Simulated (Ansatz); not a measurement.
TaN:

```
Ta N
1.0
     0.00000    2.21132    2.21132
     2.21132    0.00000    2.21132
     2.21132    2.21132    0.00000
Ta N
1 1
Direct
  0.50000 0.50000 0.50000
  0.00000 0.00000 0.00000
```

The cell comes from a database or a generator and needn't be the stable form of this composition.

Base run:

```yaml
Program: Ansatz 0.2.0
Functional: r2SCAN
Potentials_or_basis: Ansatz PAW
Cutoff: "500 eV (not typed: the program's choice for these potentials)"
k_mesh: 10 × 10 × 10
Occupations: fermi-dirac, width 0.05 eV
Spin: no spin polarisation
Hubbard_terms: Ta d U = 1 eV
```

Its results: band gap on the k mesh none (metal or under the smearing width); pressure -5.3 GPa.

The run is repeated on the same cell with these changes: hubbard terms from Ta d U = 1 eV to Ta d U = 8 eV. What comes out?

Band gap on the k mesh none (metal or under the smearing width); pressure 2.5 GPa.

Caveats: U without spin polarisation on a metal has little footing; the PAW data sets come from PBE, with cores solved anew for the run's functional, which leaves a small shift of forces and pressure; the density of states is complete only up to the lowest level of the last band computed.
